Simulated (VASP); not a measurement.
# CdSe (Cadmoselite) (P6_3mc) in VASP: settings compared

The runs below take CdSe (Cadmoselite) through single point, with PBEsol, PBE, BLYP, r2SCAN.

Program: VASP 6.6.1. These are calculated values, not measurements. Logs are shortened: lines on timing, memory, paths and dates and some standing lists are left out, and cuts for length are marked.

**Measured values to compare with.**

From a printed reference work, data compilation, for a bulk crystal of CdSe at 2 K: band gap 1.841 eV.

How close the calculation comes is told below.

**1. The cell of the first run**

Symmetry: P6_3mc, No. 186, hexagonal system. The conventional cell has a = 4.186 Å, b = 4.186 Å, c = 6.853 Å, α = 90.00°, β = 90.00°, γ = 120.00°. Within 3.4 Å of Cd (site symmetry 3m) lie 4 Se at 2.57 Å. Within 3.4 Å of Se (site symmetry 3m) lie 4 Cd at 2.57 Å.

**2. Single point, PBEsol**

INCAR

```
SYSTEM = CdSe
PREC = Accurate
ENCUT = 520
EDIFF = 1E-6
ISMEAR = -1
SIGMA = 0.05
LREAL = .False.
LASPH = .True.
NELM = 80
ALGO = Normal
ISIF = 2
LWAVE = .False.
LCHARG = .True.
GGA = PS
LELF = .True.
LVHAR = .True.
NBANDS = 26
```

KPOINTS

```
regular mesh
0
Gamma
  7 7 4
  0 0 0
```

POSCAR

```
CdSe
1.0
    4.1855214724      0.0000000000      0.0000000000
   -2.0927607362      3.6247679232      0.0000000000
    0.0000000000      0.0000000000      6.8528168466
Cd Se
2 2
Direct
    0.6666666667      0.3333333333      0.5052605372
    0.3333333333      0.6666666667      0.0052605372
    0.6666666667      0.3333333333      0.8797394628
    0.3333333333      0.6666666667      0.3797394628
```

Potentials or basis: VASP PAW PBE potentials, release 64 (Cd, Se).

On the command line:

```
$ cat potpaw_PBE.64/Cd/POTCAR potpaw_PBE.64/Se/POTCAR > POTCAR
$ mpirun -np 1 vasp_std > vasp.out
```

OUTCAR:

```text
SYSTEM = CdSe
   PREC = Accurate
   ENCUT = 520
   EDIFF = 1E-6
   ISMEAR = -1
   LREAL = .False.
   LASPH = .True.
   NELM = 80
   ISIF = 2
   GGA = PS

 ion  position               nearest neighbor table
   1  0.667  0.333  0.505-   4 2.57   4 2.57   4 2.57   3 2.57
   2  0.333  0.667  0.005-   3 2.57   3 2.57   3 2.57   4 2.57
   3  0.667  0.333  0.880-   2 2.57   2 2.57   2 2.57   1 2.57
   4  0.333  0.667  0.380-   1 2.57   1 2.57   1 2.57   2 2.57

  LATTYP: Found a hexagonal cell.
 ALAT       =     4.1855214724
 C/A-ratio  =     1.6372671582

  Lattice vectors:

 A1 = (   4.1855214724,   0.0000000000,   0.0000000000)
 A2 = (  -2.0927607362,   3.6247679232,   0.0000000000)
 A3 = (   0.0000000000,   0.0000000000,   6.8528168466)

Analysis of symmetry for initial positions (statically):
=====================================================================
 Subroutine PRICEL returns:
 Original cell was already a primitive cell.

 Routine SETGRP: Setting up the symmetry group for a
 hexagonal supercell.

 Subroutine GETGRP returns: Found 12 space group operations
 (whereof  6 operations were pure point group operations)
 out of a pool of 24 trial point group operations.

The static configuration has the point symmetry C_3v.
 The point group associated with its full space group is C_6v.

Analysis of symmetry for dynamics (positions and initial velocities):
=====================================================================
 Subroutine PRICEL returns:
 Original cell was already a primitive cell.

 Routine SETGRP: Setting up the symmetry group for a
 hexagonal supercell.

 Subroutine GETGRP returns: Found 12 space group operations
 (whereof  6 operations were pure point group operations)
 out of a pool of 24 trial point group operations.

The dynamic configuration has the point symmetry C_3v.
 The point group associated with its full space group is C_6v.

 Subroutine INISYM returns: Found 12 space group operations
 (whereof  6 operations are pure point group operations),
 and found     1 'primitive' translations

----------------------------------------------------------------------------------------

                                     Primitive cell

  volume of cell :     103.9678

  direct lattice vectors                    reciprocal lattice vectors
     4.185521472  0.000000000  0.000000000     0.238918856  0.137939866  0.000000000
    -2.092760736  3.624767923  0.000000000     0.000000000  0.275879731  0.000000000
     0.000000000  0.000000000  6.852816847     0.000000000  0.000000000  0.145925394

  length of vectors
     4.185521472  4.185521472  6.852816847     0.275879731  0.275879731  0.145925394

  position of ions in fractional coordinates (direct lattice)
     0.666666667  0.333333333  0.505260537
     0.333333333  0.666666667  0.005260537
     0.666666667  0.333333333  0.879739463
     0.333333333  0.666666667  0.379739463

  ion indices of the primitive-cell ions
   primitive index   ion index
                 1           1
                 2           2
                 3           3
                 4           4

----------------------------------------------------------------------------------------

 KPOINTS: regular mesh

Automatic generation of k-mesh.
 Grid dimensions read from file:
 generate k-points for:    7    7    4

 Generating k-lattice:

  Cartesian coordinates                     Fractional coordinates (reciprocal lattice)
     0.034131265  0.019705695  0.000000000     0.142857143  0.000000000  0.000000000
     0.000000000  0.039411390  0.000000000     0.000000000  0.142857143  0.000000000
     0.000000000  0.000000000  0.036481349     0.000000000  0.000000000  0.250000000

  Length of vectors
     0.039411390  0.039411390  0.036481349

  Shift w.r.t. Gamma in fractional coordinates (k-lattice)
     0.000000000  0.000000000  0.000000000

 Subroutine IBZKPT returns following result:
 ===========================================

 Found     24 irreducible k-points:

 Following reciprocal coordinates:
            Coordinates               Weight
  0.000000  0.000000  0.000000      1.000000
  0.142857  0.000000  0.000000      6.000000
  0.285714  0.000000  0.000000      6.000000
  0.428571  0.000000  0.000000      6.000000
  0.142857  0.142857  0.000000      6.000000
  0.285714  0.142857  0.000000     12.000000
[... 16 lines left out ...]
  0.428571  0.142857  0.500000      6.000000
  0.285714  0.285714  0.500000      6.000000
   k-points           NKPTS =     24   k-points in BZ     NKDIM =     24   number of bands    NBANDS=     26
   number of dos      NEDOS =    301   number of ions     NIONS =      4
   total plane-waves  NPLWV =  55296
   dimension x,y,z NGX =    32 NGY =   32 NGZ =   54
   dimension x,y,z NGXF=    64 NGYF=   64 NGZF=  108
   ions per type =               2   2
   NGX,Y,Z   is equivalent  to a cutoff of  12.71, 12.71, 13.10 a.u.
   NGXF,Y,Z  is equivalent  to a cutoff of  25.42, 25.42, 26.20 a.u.
 SYSTEM =  CdSe
   PREC   = accura    normal or accurate (medium, high low for compatibility)
   ISTART =      0    job   : 0-new  1-cont  2-samecut
   ICHARG =      2    charge: 1-file 2-atom 10-const
   ISPIN  =      1    spin polarized calculation?
   LNONCOLLINEAR =      F non collinear calculations
   LSORBIT =      F    spin-orbit coupling
   LASPH  =      T    aspherical Exc in radial PAW
   ENCUT  =  520.0 eV  38.22 Ry    6.18 a.u.   7.78  7.78 12.74*2*pi/ulx,y,z
   NELM   =     80;   NELMIN=  2; NELMDL= -5     # of ELM steps
   EDIFF  = 0.1E-05   stopping-criterion for ELM
   LREAL  =      F    real-space projection
   EDIFFG = 0.1E-04   stopping-criterion for IOM
   NSW    =      0    number of steps for IOM
   IBRION =     -1    ionic relax: 0-MD 1-quasi-New 2-CG
   NFREE  =      0    steps in history (QN), initial steepest desc. (CG)
   ISIF   =      2    stress and relaxation
   ISYM   =      2    0-nonsym 1-usesym 2-fastsym
   POTIM  = 0.5000    time-step for ionic-motion
   TEBEG  =    0.0;   TEEND  =   0.0 temperature during run
   PSTRESS=    0.0 pullay stress
   NELECT =      36.0000    total number of electrons
   NUPDOWN=      -1.0000    fix difference up-down
   EMIN   =  10.00;   EMAX   =-10.00  energy-range for DOS
   EFERMI =   0.00;   METHOD = LEGACY
   ISMEAR =    -1;   SIGMA  =   0.05  broadening in eV -4-tet -1-fermi 0-gaus
   EFERMI_NEDOS =   21; number of points for ismear=-14 and -15
   IALGO  =     38    algorithm
   IMIX   =      4    mixing-type and parameters
     AMIX     =   0.40;   BMIX     =  1.00
     AMIX_MAG =   1.60;   BMIX_MAG =  1.00
  volume/ion in A,a.u.               =      25.99       175.40
  Fermi-wavevector in a.u.,A,eV,Ry     =   1.149589  2.172409 17.980854  1.321555
  Thomas-Fermi vector in A             =   2.286258
   LORBIT       =      0    0 simple, 1 ext, 2 COOP (PROOUT), +10 PAW based schemes
   GGA     = PS    functional components
   LHFCALC =     F    Hartree Fock is set to
   AEXX    =    0.0000 exact exchange contribution
   IVDW    =     0    specifies the selected vdW correction
   LEPSILON=     F    determine dielectric tensor
   LRPA    =     F    only Hartree local field effects (RPA)
 non-spin polarized calculation
  energy-cutoff  :      520.00
  volume of cell :      103.97
 maximum number of plane-waves:      2818
 NGX is ok and might be reduce to    32
   NGX = 15   NGY = 15   NGZ = 25

 number of electron      36.0000011 magnetization

 Free energy of the ion-electron system (eV)
  ---------------------------------------------------
  ext. energy  EPLUGINS =         0.00000000
  ---------------------------------------------------
  free energy    TOTEN  =       -12.20536479 eV

  energy without entropy =      -12.20535184  energy(sigma->0) =      -12.20535831

 E-fermi :   1.8611     XC(G=0):  -9.4577

 val. band max:        1.4875664682   @ k =   0.0000   0.0000   0.0000
 cond. band min:       2.1854374904   @ k =   0.0000   0.0000   0.0000
 fundamental gap:      0.6978710222
 Fermi energy:         1.8611222777

 k-point     1 :       0.0000    0.0000    0.0000
  band No.  band energies     occupation
      1     -11.6347      2.00000
      2     -11.1741      2.00000
      3      -6.7418      2.00000
      4      -6.7260      2.00000
      5      -6.7260      2.00000
      6      -6.6403      2.00000
[... 18 lines left out ...]
     25       8.5159      0.00000
     26       9.3243      0.00000

 k-point     2 :       0.1429    0.0000    0.0000
  band No.  band energies     occupation
      1     -11.5593      2.00000
      2     -11.1398      2.00000
      3      -6.7168      2.00000
      4      -6.6990      2.00000
      5      -6.6784      2.00000
      6      -6.6075      2.00000
[... 18 lines left out ...]
     25       8.8706      0.00000
     26       9.0380      0.00000

 k-point     3 :       0.2857    0.0000    0.0000
  band No.  band energies     occupation
      1     -11.3782      2.00000
      2     -11.0707      2.00000
      3      -6.6667      2.00000
      4      -6.6487      2.00000
      5      -6.5556      2.00000
      6      -6.5140      2.00000
[... 18 lines left out ...]
     25       9.2499      0.00000
     26       9.5081      0.00000

 k-point     4 :       0.4286    0.0000    0.0000
  band No.  band energies     occupation
      1     -11.2100      2.00000
      2     -11.0351      2.00000
      3      -6.6406      2.00000
      4      -6.6218      2.00000
      5      -6.4627      2.00000
      6      -6.4465      2.00000
[... 18 lines left out ...]
     25       9.4973      0.00000
     26      11.0042      0.00000

 k-point     5 :       0.1429    0.1429    0.0000
  band No.  band energies     occupation
      1     -11.4306      2.00000
      2     -11.0884      2.00000
      3      -6.6721      2.00000
      4      -6.6679      2.00000
      5      -6.5809      2.00000
      6      -6.5581      2.00000
[... 18 lines left out ...]
     25       9.2930      0.00000
     26       9.3690      0.00000

 k-point     6 :       0.2857    0.1429    0.0000
  band No.  band energies     occupation
      1     -11.2520      2.00000
      2     -11.0400      2.00000
      3      -6.6492      2.00000
      4      -6.6168      2.00000
      5      -6.4874      2.00000
      6      -6.4724      2.00000
[... 427 lines left out ...]
 k-point    21 :       0.1429    0.1429    0.5000
  band No.  band energies     occupation
      1     -11.2541      2.00000
      2     -11.2541      2.00000
      3      -6.6207      2.00000
      4      -6.6207      2.00000
      5      -6.6019      2.00000
      6      -6.6019      2.00000
[... 18 lines left out ...]
     25       8.8931      0.00000
     26       8.8931      0.00000

 k-point    22 :       0.2857    0.1429    0.5000
  band No.  band energies     occupation
      1     -11.1374      2.00000
      2     -11.1374      2.00000
      3      -6.5919      2.00000
      4      -6.5919      2.00000
      5      -6.5456      2.00000
      6      -6.5456      2.00000
[... 18 lines left out ...]
     25       9.2117      0.00000
     26       9.2117      0.00000

 k-point    23 :       0.4286    0.1429    0.5000
  band No.  band energies     occupation
      1     -11.0854      2.00000
      2     -11.0854      2.00000
      3      -6.5844      2.00000
      4      -6.5844      2.00000
      5      -6.5296      2.00000
      6      -6.5296      2.00000
[... 18 lines left out ...]
     25      10.0269      0.00000
     26      10.0269      0.00000

 k-point    24 :       0.2857    0.2857    0.5000
  band No.  band energies     occupation
      1     -11.0736      2.00000
      2     -11.0736      2.00000
      3      -6.5616      2.00000
      4      -6.5616      2.00000
      5      -6.5324      2.00000
      6      -6.5324      2.00000
[... 18 lines left out ...]
     25       9.5838      0.00000
     26       9.5838      0.00000

------------------------ aborting loop because EDIFF is reached ----------------------------------------

  FORCE on cell =-STRESS in cart. coord.  units (eV):
  Direction    XX          YY          ZZ          XY          YZ          ZX
  --------------------------------------------------------------------------------------
  -------------------------------------------------------------------------------------
  Total        3.5076442      3.5076442      3.5362043      0.0000000      0.0000000      0.0000000
  in kB       54.0539223     54.0539223     54.4940429      0.0000000      0.0000000      0.0000000
  external PRESSURE =      54.2006291 kB  Pullay stress =       0.0000000 kB

 VOLUME and BASIS-vectors are now :
 -----------------------------------------------------------------------------
  energy-cutoff  :      520.00
  volume of cell :      103.97
      direct lattice vectors                 reciprocal lattice vectors
     4.185521472  0.000000000  0.000000000     0.238918856  0.137939866  0.000000000
    -2.092760736  3.624767923  0.000000000     0.000000000  0.275879731  0.000000000
     0.000000000  0.000000000  6.852816847     0.000000000  0.000000000  0.145925394

 POSITION                                       TOTAL-FORCE (eV/Angst)
 -----------------------------------------------------------------------------------
      2.09276      1.20826      3.46246        -0.000000     -0.000000     -0.007178
     -0.00000      2.41651      0.03605        -0.000000      0.000000     -0.007178
      2.09276      1.20826      6.02869        -0.000000     -0.000000      0.007178
     -0.00000      2.41651      2.60228         0.000000      0.000000      0.007178
 -----------------------------------------------------------------------------------
    total drift:                               -0.000000      0.000000     -0.000598

  FREE ENERGIE OF THE ION-ELECTRON SYSTEM (eV)
  ---------------------------------------------------
  free  energy   TOTEN  =       -12.2053647886 eV

  energy  without entropy=      -12.2053518384  energy(sigma->0) =      -12.20535831
```

It took 45 s on 1 thread of Intel Xeon Platinum 8259CL at 2.50GHz (Skylake/Cascade Lake), shared host; peak memory 0.25 GiB.

Results:

| Property | Result |
| --- | --- |
| Free energy | -12.2054 eV |
| Pressure | 5.4 GPa |
| Largest force | 0.007 eV/Å |
| Band gap on the k mesh | 0.70 eV, direct |

Forces in eV/Å, atoms in the order of the input:
```
Cd   0.000  0.000 -0.007
Cd   0.000  0.000 -0.007
Se   0.000  0.000  0.007
Se   0.000  0.000  0.007
```

Levels at points of the mesh, in eV from the valence-band top:
```csv
k point,band 16,band 17,band 18,band 19,band 20,band 21
"(0.00, 0.00, 0.00)",-0.08,0.00,0.00,0.70,2.19,5.77
"(0.00, 0.00, 0.50)",-0.47,-0.47,-0.47,2.41,2.41,5.85
```

Caveat: the PAW data sets were made with another functional, which shifts forces and pressure a little. Expect the measured gap to be larger: semilocal functionals such as PBEsol lack the derivative discontinuity.

**3. Single point, PBEsol**

This run uses another cell than the first one, of 28.14 Å³/atom, 1.082 times its volume.

INCAR

```
ALGO = Normal
EDIFF = 1E-6
ENCUT = 520
GGA = PS
ISIF = 2
ISMEAR = -1
LASPH = True
LCHARG = False
LREAL = False
LWAVE = False
NBANDS = 26
NELM = 100
PREC = Accurate
SIGMA = 0.05
```

KPOINTS

```
k-points
0
Gamma
  7 7 4
```

POSCAR

```
CdSe
1.0
    4.3018898719      0.0000000000      0.0000000000
   -2.1509449359      3.7255459133      0.0000000000
    0.0000000000      0.0000000000      7.0220741643
Cd Se
2 2
Direct
    0.6666666667      0.3333333333      0.5046798637
    0.3333333333      0.6666666667      0.0046798637
    0.6666666667      0.3333333333      0.8803201363
    0.3333333333      0.6666666667      0.3803201363
```

Potentials or basis: VASP PAW PBE potentials, release 64 (Cd, Se).

On the command line:

```
$ cat potpaw_PBE.64/Cd/POTCAR potpaw_PBE.64/Se/POTCAR > POTCAR
$ mpirun -np 1 vasp_std > vasp.out
```

Wall time 45 s (1 thread of Intel Xeon Platinum 8259CL at 2.50GHz (Skylake/Cascade Lake), shared host); peak memory 0.25 GiB.

Results (log left out):

```
Free energy            : -12.3499 eV
Pressure               : 0.3 GPa
Band gap on the k mesh : 0.54 eV, direct
```

Levels at points of the mesh, in eV from the valence-band top:
| k point | band 16 | band 17 | band 18 | band 19 | band 20 | band 21 |
| --- | --- | --- | --- | --- | --- | --- |
| (0.00, 0.00, 0.00) | -0.05 | 0.00 | 0.00 | 0.54 | 2.10 | 5.78 |
| (0.00, 0.00, 0.50) | -0.41 | -0.41 | -0.41 | 2.28 | 2.28 | 5.74 |

Caveat: the PAW data sets were made with another functional, which shifts forces and pressure a little.

**4. Single point, PBE**

This run uses another cell than the first one, of 28.10 Å³/atom, 1.081 times its volume.

INCAR

```
  ALGO = Normal
  EDIFF = 1E-7
  ENCUT = 520
  GGA = PE
  ISIF = 2
  ISMEAR = 0
  LASPH = True
  LCHARG = False
  LREAL = False
  LWAVE = False
  NBANDS = 26
  NELM = 60
  PREC = Accurate
  SIGMA = 0.012
```

KPOINTS is that of step 3.

POSCAR

```
CdSe
1.0
    4.3000000000      0.0000000000      0.0000000000
   -2.1500000000      3.7239092363      0.0000000000
    0.0000000000      0.0000000000      7.0200000000
Cd Se
2 2
Direct
    0.6666666667      0.3333333333      0.5000000000
    0.3333333333      0.6666666667      0.0000000000
    0.6666666667      0.3333333333      0.8850000000
    0.3333333333      0.6666666667      0.3850000000
```

On the command line:

```
$ cat potpaw_PBE.64/Cd/POTCAR potpaw_PBE.64/Se/POTCAR > POTCAR
$ mpirun -np 1 vasp_std > vasp.out
```

Wall time 68 s (1 thread of AMD EPYC 7R13 (Zen 3), shared host); peak memory 0.22 GiB.

The run converged. Its results:

- Free energy: -10.9042 eV
- Pressure: 3.3 GPa
- Largest force: 0.291 eV/Å
- Band gap on the k mesh: 0.70 eV, direct

Forces in eV/Å, atoms in the order of the input:
```
Cd   0.000  0.000  0.291
Cd   0.000  0.000  0.291
Se   0.000  0.000 -0.291
Se   0.000  0.000 -0.291
```

Stress tensor (GPa, compression positive):
```
4.04 0.00 0.00
0.00 4.04 0.00
0.00 0.00 1.94
```

Levels at points of the mesh, in eV from the valence-band top:
| k point | band 14 | band 15 | band 16 | band 17 | band 18 | band 19 | band 20 | band 21 | band 22 | band 23 |
| --- | --- | --- | --- | --- | --- | --- | --- | --- | --- | --- |
| (0.00, 0.00, 0.00) | -0.72 | -0.72 | -0.01 | 0.00 | 0.00 | 0.70 | 2.12 | 5.88 | 5.88 | 6.14 |
| (0.00, 0.00, 0.50) | -2.57 | -0.37 | -0.37 | -0.37 | -0.37 | 2.34 | 2.34 | 5.83 | 5.83 | 6.25 |

(Part 1 of 2 ends here.)
